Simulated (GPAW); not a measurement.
# Does VSi15C16 (SiC32 V1) carry moments in GPAW?, part 2 of 2

Wanted: the moments of VSi15C16 (SiC32 V1) and the energy gained by spin polarisation.

GPAW 26.7.0; PBE; plane waves with GPAW's PAW setups, scalar-relativistic.

So far. Step 2 (Run 1 (ferro +)): After 34 cycles the largest moment stands at 0.703 μB.

## 3. Run 2 (no spin polarisation)

This run holds no moments, which gives a state to set the others against.

File nospin.py:

```python
import json
import numpy as np
from ase import Atoms
from ase.parallel import paropen, parprint
from gpaw import GPAW

atoms = Atoms(['V', 'C', 'Si', 'C', 'Si', 'C', 'Si', 'C', 'Si', 'C', 'Si', 'C', 'Si', 'C', 'Si', 'C', 'Si', 'C', 'Si', 'C', 'Si', 'C', 'Si', 'C', 'Si', 'C', 'Si', 'C', 'Si', 'C', 'Si', 'C'],
    cell=[[8.72, 0.0, 0.0],
         [0.0, 8.72, 0.0],
         [0.0, 0.0, 4.36]],
    scaled_positions=[[0.0, 0.0, 0.0],
         [0.125, 0.125, 0.25],
         [0.0, 0.25, 0.5],
         [0.125, 0.375, 0.75],
         [0.25, 0.0, 0.5],
         [0.375, 0.125, 0.75],
         [0.25, 0.25, 0.0],
         [0.375, 0.375, 0.25],
         [0.0, 0.5, 0.0],
         [0.125, 0.625, 0.25],
         [0.0, 0.75, 0.5],
         [0.125, 0.875, 0.75],
         [0.25, 0.5, 0.5],
         [0.375, 0.625, 0.75],
         [0.25, 0.75, 0.0],
         [0.375, 0.875, 0.25],
         [0.5, 0.0, 0.0],
         [0.625, 0.125, 0.25],
         [0.5, 0.25, 0.5],
         [0.625, 0.375, 0.75],
         [0.75, 0.0, 0.5],
         [0.875, 0.125, 0.75],
         [0.75, 0.25, 0.0],
         [0.875, 0.375, 0.25],
         [0.5, 0.5, 0.0],
         [0.625, 0.625, 0.25],
         [0.5, 0.75, 0.5],
         [0.625, 0.875, 0.75],
         [0.75, 0.5, 0.5],
         [0.875, 0.625, 0.75],
         [0.75, 0.75, 0.0],
         [0.875, 0.875, 0.25]],
    pbc=True)
atoms.calc = GPAW(mode={'name': 'pw', 'ecut': 600},
    xc='PBE',
    kpts={'size': (3, 3, 6), 'gamma': True},
    occupations={'name': 'fermi-dirac', 'width': 0.05},
    convergence={'density': 1e-05, 'energy': 1e-05},
    maxiter=200,
    mixer={'name': 'pulay', 'beta': 0.05, 'nmaxold': 6, 'weight': 50},
    symmetry={'tolerance': 1e-4},
    txt='nospin.txt')
e = atoms.get_potential_energy(force_consistent=True)
res = {'free_energy': e, 'energy_sigma0': atoms.get_potential_energy(), 'fermi_energy': atoms.calc.get_fermi_level()}
parprint(f'free energy: {e:.6f} eV')
atoms.calc.write('nospin.gpw')
with paropen('results.json', 'w') as f:
    json.dump(res, f)
```

Run with:

```console
$ OMP_NUM_THREADS=1 mpirun -n 4 gpaw python nospin.py > nospin.log
```

Numbers of over 12 decimals in the logs are rounded to 6 here.

What it wrote:

```text
free energy: -240.074955 eV

--- nospin.txt ---
Input parameters:
  mode=PW(ecut=600),
  convergence={'density': 1e-05, 'energy': 1e-05},
  kpts=MonkhorstPack(size=(3, 3, 6), gamma=True),
  maxiter=200,
  mixer=Pulay(name='pulay', nmaxold=6, beta=0.05, weight=50, sigma=0.015, g_ss=None),
  occupations=Occupations(name='fermi-dirac', width=0.05),
  symmetry=Symmetry(tolerance=0.0001),
  xc=XC(name='PBE')

Diagonalizing LCAO Hamiltonian
Converting LCAO to pw mode
      .--------------------.
     /|                    |
    / | C         C        |
   /  |     C          C   |
  /  SC      C SC       C  |
 *    .--Si--------Si------.
 |Si / C CSi Si  C  Ci    /
 |  /      C         C   /
 | /C Si      SC Si     /
 |/     Si        Si   /
 V---------Si---------*

Atoms  # Å, Bohr magnetons
|    | symbol |        x |        y |        z |    initial magnetic moments |
|----|--------|----------|----------|----------|-----------------------------|
|  0 |      V | 0.000000 | 0.000000 | 0.000000 | ( 0.0000,  0.0000,  0.0000) |
|  1 |      C | 1.090000 | 1.090000 | 1.090000 | ( 0.0000,  0.0000,  0.0000) |
|  2 |     Si | 0.000000 | 2.180000 | 2.180000 | ( 0.0000,  0.0000,  0.0000) |
|  3 |      C | 1.090000 | 3.270000 | 3.270000 | ( 0.0000,  0.0000,  0.0000) |
|  4 |     Si | 2.180000 | 0.000000 | 2.180000 | ( 0.0000,  0.0000,  0.0000) |
|  5 |      C | 3.270000 | 1.090000 | 3.270000 | ( 0.0000,  0.0000,  0.0000) |
|  6 |     Si | 2.180000 | 2.180000 | 0.000000 | ( 0.0000,  0.0000,  0.0000) |
|  7 |      C | 3.270000 | 3.270000 | 1.090000 | ( 0.0000,  0.0000,  0.0000) |
|  8 |     Si | 0.000000 | 4.360000 | 0.000000 | ( 0.0000,  0.0000,  0.0000) |
|  9 |      C | 1.090000 | 5.450000 | 1.090000 | ( 0.0000,  0.0000,  0.0000) |
| 10 |     Si | 0.000000 | 6.540000 | 2.180000 | ( 0.0000,  0.0000,  0.0000) |
| 11 |      C | 1.090000 | 7.630000 | 3.270000 | ( 0.0000,  0.0000,  0.0000) |
| 12 |     Si | 2.180000 | 4.360000 | 2.180000 | ( 0.0000,  0.0000,  0.0000) |
| 13 |      C | 3.270000 | 5.450000 | 3.270000 | ( 0.0000,  0.0000,  0.0000) |
| 14 |     Si | 2.180000 | 6.540000 | 0.000000 | ( 0.0000,  0.0000,  0.0000) |
| 15 |      C | 3.270000 | 7.630000 | 1.090000 | ( 0.0000,  0.0000,  0.0000) |
| 16 |     Si | 4.360000 | 0.000000 | 0.000000 | ( 0.0000,  0.0000,  0.0000) |
| 17 |      C | 5.450000 | 1.090000 | 1.090000 | ( 0.0000,  0.0000,  0.0000) |
| 18 |     Si | 4.360000 | 2.180000 | 2.180000 | ( 0.0000,  0.0000,  0.0000) |
| 19 |      C | 5.450000 | 3.270000 | 3.270000 | ( 0.0000,  0.0000,  0.0000) |
| 20 |     Si | 6.540000 | 0.000000 | 2.180000 | ( 0.0000,  0.0000,  0.0000) |
| 21 |      C | 7.630000 | 1.090000 | 3.270000 | ( 0.0000,  0.0000,  0.0000) |
| 22 |     Si | 6.540000 | 2.180000 | 0.000000 | ( 0.0000,  0.0000,  0.0000) |
| 23 |      C | 7.630000 | 3.270000 | 1.090000 | ( 0.0000,  0.0000,  0.0000) |
| 24 |     Si | 4.360000 | 4.360000 | 0.000000 | ( 0.0000,  0.0000,  0.0000) |
| 25 |      C | 5.450000 | 5.450000 | 1.090000 | ( 0.0000,  0.0000,  0.0000) |
| 26 |     Si | 4.360000 | 6.540000 | 2.180000 | ( 0.0000,  0.0000,  0.0000) |
| 27 |      C | 5.450000 | 7.630000 | 3.270000 | ( 0.0000,  0.0000,  0.0000) |
| 28 |     Si | 6.540000 | 4.360000 | 2.180000 | ( 0.0000,  0.0000,  0.0000) |
| 29 |      C | 7.630000 | 5.450000 | 3.270000 | ( 0.0000,  0.0000,  0.0000) |
| 30 |     Si | 6.540000 | 6.540000 | 0.000000 | ( 0.0000,  0.0000,  0.0000) |
| 31 |      C | 7.630000 | 7.630000 | 1.090000 | ( 0.0000,  0.0000,  0.0000) |

Unit cell  # Å
| periodic |        x |        y |        z |  lengths |    angles |
|----------|----------|----------|----------|----------|-----------|
|      yes | 8.720000 | 0.000000 | 0.000000 | 8.720000 | 90.000000 |
|      yes | 0.000000 | 8.720000 | 0.000000 | 8.720000 | 90.000000 |
|      yes | 0.000000 | 0.000000 | 4.360000 | 4.360000 | 90.000000 |

Number of symmetries: 8

BZ-sampling:
  Number of BZ points: 54
  Number of IBZ points: 12

  Monkhorst-Pack size: [3, 3, 6]
  Monkhorst-Pack shift: [0.0, 0.0, 0.083333]

Plane wave coefficients: 11108
Cutoff: 600.0 eV

Spin-components: 1 (collinear spins)
Bands:           87
Projectors:      161
Spin-degeneracy: 2
Datatype:        complex128

Parallelization:
  kpt:    4
  domain: 1
  band:   1

Density:
  Valence electrons: 137.0
  Components: 1
  Grid points: [50 50 25]
  Charge: 0.0  # |e|

Potential:
  Grid points: [50 50 25]

[... setups left out ...]
Reference energy: -160557.709163  # eV

eigensolver:
  PPCG
  Converge bands: occupied
  niter=2

density mixing:
  Pulay-Mixer
  Linear mixing parameters: 0.05
  Old densities: 6
  Fourier metric: weight=50, sigma=0.015

occupation numbers:
  Fermi-Dirac:
    width: 0.0500  # eV

poisson solver:
  ecut: 4800.0  # eV

xc functional:
  name: PBE with 2 nearest neighbor stencil

convergence criteria:
- Maximum integral of absolute [dens]ity change: 1e-05 electrons / valence electron
- Maximum [total energy] change in last 3 cyles: 1e-05 eV / valence electron
- Maximum integral of absolute [eigenst]ate change: 4e-08 eV^2 / valence electron
maximum number of iterations: 200

SCF iterations
|iter     |      energy | eigst |  dens |
|---------|-------------|-------|-------|
|iter:   1|       0s | -266.283442 | +0.47 |       |
|iter:   2|       7s | -260.329604 | -0.99 | -0.59 |
|iter:   3|      13s | -241.392250 | +0.32 | -0.63 |
|iter:   4|      20s | -248.080742 | -0.58 | -1.11 |
|iter:   5|      27s | -240.965236 | -0.92 | -1.00 |
|iter:   6|      33s | -239.923802 | -1.33 | -1.18 |
|iter:   7|      40s | -239.985139 | -2.58 | -1.36 |
|iter:   8|      47s | -240.105782 | -2.16 | -1.53 |
|iter:   9|      53s | -240.049951 | -2.30 | -2.05 |
|iter:  10|      60s | -240.042806 | -3.38 | -2.40 |
|iter:  11|      67s | -240.042983 | -4.01 | -2.45 |
|iter:  12|      73s | -240.043860c| -4.03 | -2.50 |
|iter:  13|      80s | -240.043760c| -5.03 | -2.74 |
|iter:  14|      86s | -240.043757c| -4.85 | -2.84 |
|iter:  15|      93s | -240.043713c| -5.36 | -2.99 |
|iter:  16|     100s | -240.043688c| -6.10 | -3.06 |
|iter:  17|     106s | -240.043775c| -5.64 | -3.07 |
|iter:  18|     113s | -240.043857c| -6.65 | -3.19 |
|iter:  19|     119s | -240.043901c| -6.50 | -3.37 |
|iter:  20|     126s | -240.043893c| -5.93 | -3.70 |
|iter:  21|     132s | -240.043892c| -6.97 | -4.06 |
|iter:  22|     139s | -240.043891c| -7.52c| -4.13 |
|iter:  23|     142s | -240.043891c| -7.93c| -4.22 |
|iter:  24|     146s | -240.043890c| -7.86c| -4.27 |
|iter:  25|     149s | -240.043890c| -7.45c| -4.32 |
|iter:  26|     152s | -240.043890c| -7.71c| -4.56 |
|iter:  27|     156s | -240.043890c| -8.12c| -4.68 |
|iter:  28|     159s | -240.043890c| -8.12c| -4.75 |
|iter:  29|     162s | -240.043890c| -8.58c| -4.97 |
|iter:  30|     166s | -240.043890c| -8.60c| -5.06c|

Converged in 30 steps
Energy contributions relative to reference atoms: (reference = -160557.709163)

Energy contributions:
  Kinetic:         259.012778
  Coulomb:        -219.052074
  Zero:             -0.133477
  External:          0.000000
  Xc:             -279.840052
  Entropy:          -0.062130
  Spinorbit:         0.000000
  ----------------------------
  Free energy:    -240.074955
  Extrapolated:   -240.043890

dipole moment: (-77.667864, -77.667864, -76.472331)  # |e|*Ang

Fermi level: 9.914
Eigenvalues  # (at kpt = [0.000, 0.000, 0.000])
| band index |      eig [eV] | occ [0-2] |
|------------|---------------|-----------|
|          0 |       -55.119 |     2.000 |
|        ... |               |           |
|         65 |         7.895 |     2.000 |
|         66 |         7.981 |     2.000 |
|         67 |         7.981 |     2.000 |
|         68 |         9.603 |     1.996 |
|         69 |         9.628 |     1.993 |
|         70 |         9.628 |     1.993 |
|         71 |         9.881 |     1.320 |
|         72 |         9.897 |     1.168 |
|         73 |        11.371 |     0.000 |
|         74 |        11.905 |     0.000 |
|         75 |        11.905 |     0.000 |
|         76 |        12.270 |     0.000 |
|         77 |        12.329 |     0.000 |
|         78 |        12.811 |     0.000 |
|         79 |        12.811 |     0.000 |
|         80 |        12.931 |     0.000 |
|        ... |               |           |
|         86 |        14.388 |     0.000 |

No gap
No difference between direct/indirect transitions
```

Run time: 3 min. Hardware: 4 MPI ranks of Arm Neoverse V2, shared host; peak memory 1.7 GiB.

This step gave:

```
final state : non-magnetic (no spin polarisation)
```

It lies 85.9 meV a seeded atom over the first start.

## 4. Energies of the orders

These are free energies at a smearing of 0.05 eV, so its entropy term is in the differences. They are divided by the number of seeded atoms, so that cells of unlike size compare.

Orders:

```tsv
start	final state	typed order kept	energy over the lowest (meV a seeded atom)	largest site moment (μB)	net moment (μB a primitive cell)	mesh matched	CPU time (s)
ferro +	ferromagnetic	yes	0	0.703	0.872	yes	1614
no spin polarisation	non-magnetic	-	85.94	0	0	yes	712.1
```

## 5. Outcome

```yaml
lower_run: with moments
largest_site_moment: 0.703 μB
energy_gained_by_spin_polarisation: 85.9 meV a seeded atom
```

**Reading.** The crystal holds moments, up to 0.703 μB, and gains 85.9 meV a seeded atom by them. No antiferromagnetic order was tried, so the session says nothing on how the moments order.

[Logs and program files are shortened in this print: banners, set-up blocks, solver, clock and traceback lines can be left out without a mark of their own.]

[Logs are printed without paths, hosts, clocks, repeated set-up lines and the standing remarks that a program may print on its own settings, such as how far it seeks lower states.]

[Hosts, paths, dates, database ids (printed as entryN), source tags and the programs' standing remarks are cut or masked in the printed files.]

[Where a cell is said to come from a database of computed structures, the database is the Materials Project.]
